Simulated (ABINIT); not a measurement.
Sb, 2 atoms in the cell. It takes space group R-3m (No. 166, trigonal). The conventional cell has a = 4.308 Å, b = 4.308 Å, c = 11.274 Å, α = 90.00°, β = 90.00°, γ = 120.00°. Sb (site symmetry 3m) is surrounded by 3 Sb at 2.91 Å. 

```yaml
Program: ABINIT 10.8.3 (patched build)
Task: single point
Functional: r2SCAN
Potentials_or_basis: JTH PAW PBE v2.0
Cutoff: 517 eV
k_mesh: 3 × 3 × 3
Occupations: fermi-dirac, width 0.05 eV
Spin: no spin polarisation
Fine-grid_cutoff: 1034.03 eV
```

Potentials or basis: JTH PAW PBE v2.0.

Launch:

```bash
$ abinit run.abi > log 2>&1
```

Hardware: 1 thread of Arm Neoverse V1, with other jobs on the host.

Task: Estimate the wall time of this run.

Result: It took 39 s on 1 thread of Arm Neoverse V1, on a shared host, peak memory 0.15 GiB. Counts: scf iterations 11, mpi ranks 1, k points 6, bands 19, plane waves 1617.
